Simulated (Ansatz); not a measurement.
The system is CsPbCl3.

```
Pb Cs Cl
1.0
     5.60500    0.00000    0.00000
     0.00000    5.60500    0.00000
     0.00000    0.00000    5.60500
Pb Cs Cl
1 1 3
Direct
  0.50000 0.50000 0.50000
  0.00000 0.00000 0.00000
  0.50000 0.00000 0.50000
  0.00000 0.50000 0.50000
  0.50000 0.50000 0.00000
```

| Quantity | Value |
| --- | --- |
| Program | Ansatz 0.2.0 |
| Task | relaxation of cell and atoms |
| Functional | RPBE |
| Potentials or basis | Ansatz PAW |
| Cutoff | 420 eV (not typed: the program's choice for these potentials) |
| k mesh | 5 × 5 × 5 |
| Occupations | fermi-dirac, width 0.05 eV |
| Spin | no spin polarisation |

At the start: volume 35.22 Å³/atom.

**Question.** Where does the relaxation end?

**Answer.** It ends after 5 steps and the volume is 40.15 Å³/atom (+14.0 %); space group Pm-3m (No. 221, to 0.05 Å).

Step by step:
| step | energy change (eV) | largest force (eV/Å) | volume (Å³) |
| --- | --- | --- | --- |
| 1 | 0.0000 | 0.0000 | 176.09 |
| 2 | -0.1944 | 0.0000 | 191.18 |
| 3 | -0.2227 | 0.0000 | 198.94 |
| 4 | -0.2238 | 0.0000 | 200.75 |
| 5 | -0.2248 | 0.0000 | 200.75 |

Final structure:
```
Pb Cs Cl
1.0
     5.85537    0.00000    0.00000
     0.00000    5.85537    0.00000
     0.00000    0.00000    5.85537
Pb Cs Cl
1 1 3
Direct
  0.50000 0.50000 0.50000
  0.00000 0.00000 0.00000
  0.50000 0.00000 0.50000
  0.00000 0.50000 0.50000
  0.50000 0.50000 0.00000
```

Caveat: the plane-wave basis is chosen anew once the cell has moved, so the energies of steps on either side of that aren't comparable; the volume moved by +14 % from the deposited cell, more than functionals usually miss; the PAW data sets come from PBE, with cores solved anew for the run's functional, which leaves a small shift of forces and pressure.
